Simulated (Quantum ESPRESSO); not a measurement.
**MgS (Niningerite): zone-centre phonons and dielectric response under several settings**

```
S Mg
1.0
     0.00000    2.60165    2.60165
     2.60165    0.00000    2.60165
     2.60165    2.60165    0.00000
S Mg
1 1
Direct
  0.50000 0.50000 0.50000
  0.00000 0.00000 0.00000
```

All runs used Quantum ESPRESSO 7.5; k mesh 4 × 4 × 4, shifted; given cell, atoms relaxed; no spin polarisation; occupations smeared at first, fixed for the response.

```csv
level,potentials,cutoff (eV),pressure (GPa),lowest optical mode without the field (cm⁻¹),highest mode with the field (cm⁻¹),ε∞ (mean),ε0 (mean),Born charge of atom 1 (e),sum of the Born charges (e)
PBE,SSSP 1.3 efficiency PBE,748,0.8,232,393,5.38,15.5,-2.32,-0.01
PBE,GBRV 1.5 PBE,612,1.0,235,395,5.45,15.5,-2.34,-0.01
PBE,JTH 2.0 PBE,707,?,?,?,?,?,?,?
PBE,SG15 PBE 1.2,952,0.9,238,397,5.48,15.2,-2.34,-0.01
PBE,SPMS 1.0 PBE,952,1.0,237,396,5.48,15.4,-2.34,-0.01
PBE,PseudoDojo 0.4.1 SR PBE standard,1143,1.2,240,399,5.46,15.1,-2.34,-0.01
PBE,PseudoDojo 0.4 SR PBE stringent,1225,1.2,240,399,5.46,15.1,-2.34,-0.01
```

**Question.** What stands in the row left open?

**Answer.** Pressure 1.4 GPa; lowest optical mode without the field 244 cm⁻¹; highest mode with the field 398 cm⁻¹; ε∞ 5.41; ε0 14.4; Born charge of atom 1 -2.31 e; sum of the Born charges -0.02 e.

Caveats: before the sum rule the acoustic modes lie tens of cm⁻¹ from zero, a sign that the density grid also shifts the optical modes (some runs).

For the row left open. Caveat: before the sum rule the acoustic modes lie tens of cm⁻¹ from zero, a sign that the density grid also shifts the optical modes.

The runs don't all hold the same shells in valence.
